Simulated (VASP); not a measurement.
The system is ZrC.

```
Zr C
1.0
     3.39148    0.00000    0.00000
    -1.69574    2.93710    0.00000
     0.00000    0.00000    5.29005
Zr C
2 2
Cartesian
  1.6957 0.9790 3.9675
  0.0000 1.9581 1.3225
  0.0000 0.0000 2.6450
  0.0000 0.0000 0.0000
```

The cell comes from a database or a generator and needn't be the stable form of this composition.

```yaml
Program: VASP 6.6.1
Task: relaxation of cell and atoms
Functional: r2SCAN
Dispersion: rVV10
Potentials_or_basis: VASP PAW PBE potentials, release 64 (Zr_sv, C)
Cutoff: 600 eV
k_mesh: 9 × 9 × 5
Occupations: gaussian, width 0.05 eV
Spin: no spin polarisation
```

At the start: pressure -3.1 GPa; volume 13.17 Å³/atom.

Q: Where does the relaxation end?

A: Over 7 steps the energy falls by 4.5 meV/atom and the volume is 12.99 Å³/atom (-1.4 %); space group P6_3/mmc (No. 194, to 0.05 Å).

The path:
```
step  energy change (eV)  largest force (eV/Å)  pressure (GPa)  volume (Å³)
   1              0.0000                0.0000           -3.15        52.69
   2              0.0043                0.0000            5.79        50.74
   3             -0.0130                0.0000            0.88        51.77
   4             -0.0179                0.0000            0.33        51.90
   5             -0.0179                0.0000            0.34        51.90
   6             -0.0178                0.0000           -0.45        52.08
   7             -0.0180                0.0000            0.00        51.98
```

Final structure:
```cif
data_structure
_symmetry_space_group_name_H-M 'P 1'
_symmetry_Int_Tables_number 1
_cell_length_a 3.3527
_cell_length_b 3.3527
_cell_length_c 5.3392
_cell_angle_alpha 90.000
_cell_angle_beta 90.000
_cell_angle_gamma 120.000
_cell_volume 51.98
loop_
_atom_site_label
_atom_site_type_symbol
_atom_site_fract_x
_atom_site_fract_y
_atom_site_fract_z
_atom_site_occupancy
Zr1 Zr 0.66667 0.33333 0.75000 1
Zr2 Zr 0.33333 0.66667 0.25000 1
C1 C 0.00000 0.00000 0.50000 1
C2 C 0.00000 0.00000 0.00000 1
```

Caveat: the PAW data sets were made with another functional, which shifts forces and pressure a little.
